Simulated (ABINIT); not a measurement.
PbS in ABINIT: convergence with cutoff

Input of the first run (cutoff 11 Ha); the others differ in this setting and in those tied to it:

File run.abi:

```
# Pseudopotentials
pp_dirpath "./"
pseudos "Pb.upf, S.upf"

# Structure
acell 7.9877194594 7.9877194594 7.9877194594
rprim
     0.4998112463     0.2885661576     0.8166506541
    -0.4998112463     0.2885661576     0.8166506541
     0.0000000000    -0.5771323152     0.8166506541
ntypat 2
znucl 82 16
natom 2
typat 1 2
xcart
     0.0000000000    -0.0000000001    10.1544928558
     0.0000000000     0.0000000000     4.9193488057 Angstrom

# Plane-wave basis
ecut 11.0

# k points
kptopt 1
ngkpt 8 8 8
nshiftk 1
shiftk 0.0 0.0 0.0

# Exchange and correlation
ixc -116133

# Bands and occupations
nband 14
occopt 7
tsmear 0.05 eV

# SCF cycle
nstep 100
tolvrs 1.0e-10

# Output
iomode 3
prtwf 0
prtden 0
prteig 0
prtebands 0
enunit 1
```

Potentials or basis: PseudoDojo NC SR PBEsol v0.4.1 standard.

Run with:

```bash
$ abinit run.abi > log 2>&1
```

The cell is a database's computed one.

Hardware: 1 thread of Arm Neoverse V2 (shared host).

```
 cutoff  energy less the tightest run, at zero smearing (meV/atom)  pressure (GPa)  largest force (eV/Å)  gap on the mesh (eV)  SCF cycles  CPU time (s)  peak memory (GiB)
  11 Ha                                                   17643.88         -307.36                 0.018                 0.577          10            15               0.06
  14 Ha                                                    4854.39         -131.11                 0.024                 0.402          10            25               0.07
  17 Ha                                                    1001.91          -41.48                 0.011                 0.366          10            29               0.07
19.5 Ha                                                     206.36          -13.24                 0.012                 0.360          10            33               0.08
  24 Ha                                                       4.17           -2.40                 0.011                 0.359          10            50               0.09
  28 Ha                                                       0.52           -1.99                 0.011                 0.359          10            70                0.1
  32 Ha                                                       0.27           -1.99                 0.011                 0.359          11           100               0.12
  38 Ha                                                       0.18           -1.99                 0.011                 0.359          11           130               0.14
  45 Ha                                                       0.00           -1.99                 0.011                 0.359          11           160               0.16
```

Against the tightest run, the energy stays within 1 meV/atom from 28 Ha on; the pressure stays within 0.1 GPa from 28 Ha on; the largest force stays within 0.005 eV/Å from 17 Ha on; the gap on the mesh stays within 0.01 eV from 17 Ha on. The tightest run that finished is the yardstick and may itself not be fully converged.

Caveat, for the tightest run too: spin-orbit coupling is left out, which as a rule narrows the gap of such compounds by several tenths of an eV.
